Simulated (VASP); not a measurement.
# Sb: relaxation of the cell, by dispersion

Sb, R-3m (no. 166), 2 atoms in the cell.

| Dispersion | Volume (A^3) | Pressure left (GPa) | Ionic steps | SCF steps in all | Time (s) |
|---|---|---|---|---|---|
| none | 64.206 | 0.00 | 10 | 69 | 76 |
| TS | 62.026 | 0.00 | 7 | 49 | 63 |
| TS by libMBD | 62.052 | 0.00 | 7 | 49 | 67 |
| TS by libMBD, surface set | 62.052 | 0.00 | 7 | 49 | 56 |

## Input of the first row

INCAR:
```
  PREC = Accurate
  ENCUT = 600
  EDIFF = 1E-7
  ISMEAR = 0
  SIGMA = 0.02
  LREAL = F
  LASPH = T
  ALGO = Normal
  NELM = 100
  ISIF = 3
  LWAVE = F
  LCHARG = F
  IBRION = 2
  NSW = 50
  EDIFFG = -0.01
```

KPOINTS:
```
k-points
0
Gamma
  6 6 6
```

POSCAR:
```
Sb
1.0
    2.1542000000      1.2437279499      3.7580000000
   -2.1542000000      1.2437279499      3.7580000000
    0.0000000000     -2.4874558998      3.7580000000
Sb
2
Direct
    0.7665100000      0.7665100000      0.7665100000
    0.2334900000      0.2334900000      0.2334900000
```

Commands:
```
cat potpaw_PBE.64/Sb/POTCAR > POTCAR
mpirun -np 1 vasp_std > vasp.out
```

Changes of the last row against the first:
```
+ IVDW = 14
+ LIBMBD_METHOD = ts
+ LIBMBD_VDW_PARAMS_KIND = tssurf
```

VASP 6.6.1 took 76 s on 1 core (Intel Xeon 6975P-C (Granite Rapids)), a shared host.
